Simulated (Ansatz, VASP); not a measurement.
One calculation of Pd, two programs

Contents of INCAR:

```
PREC = Accurate ; ENCUT = 520
EDIFF = 1E-6 ; ISMEAR = 0
SIGMA = 0.1 ; LREAL = False
LASPH = True ; NELM = 80
ALGO = Normal ; ISIF = 2
LWAVE = False ; LCHARG = False
GGA = PE ; NBANDS = 17
```

The input KPOINTS:

```
Automatic mesh
0
Gamma
  18 18 10
```

Contents of POSCAR:

```
Pd
1.0
    2.7814042239      0.0000000000      0.0000000000
   -1.3907021119      2.4087667161      0.0000000000
    0.0000000000      0.0000000000      4.2479160512
Pd
2
Direct
    0.6666666700      0.3333333300      0.7500000000
    0.3333333300      0.6666666700      0.2500000000
```

Input for Ansatz:

```yaml
crystal:
  lattice:
    - [2.7814042239, 0.0, 0.0]
    - [-1.3907021119, 2.4087667161, 0.0]
    - [0.0, 0.0, 4.2479160512]
  atoms:
    - { symbol: Pd, position: [0.66666667, 0.33333333, 0.75] }
    - { symbol: Pd, position: [0.33333333, 0.66666667, 0.25] }
basis:
  ecutwfc: 420
kpoints:
  mp_grid: { grid: [18, 18, 10] }
hamiltonian:
  xc: pbe
scf:
  occupations: { method: gaussian, width: 0.1 }
output:
  forces: true
  stress: true
  eigenvalues: true
```

Alike in both runs: task single point; functional PBE; k mesh 18 × 18 × 10; occupations gaussian, width 0.1 eV; no spin polarisation.

|  | VASP | Ansatz |
| --- | --- | --- |
| version | VASP 6.6.1 | Ansatz 0.2.0 |
| potentials or method | VASP PAW PBE potentials, release 64 (Pd) | scalar-relativistic, plane waves, PAW |
| plane-wave cutoff (eV) | 520 | 420 |
| valence electrons in the cell | 20 | 36 |

```csv
,VASP,Ansatz,Ansatz less VASP
gap on the k mesh at the Fermi level (eV),none,none,-
pressure (GPa),17.1,17.6,+0.43
largest component of the traceless stress (GPa),7.16,7.22,+0.059
```

A gap of «none» marks a metal or a gap that the smearing closes. With one functional, cell and mesh, what is left measures potentials, basis and numerics. The two sets of potentials don't hold the same shells in valence.

Caveats: so large a pressure means that the cell lies far from this level's equilibrium, or that cutoff or potentials fall short (VASP).
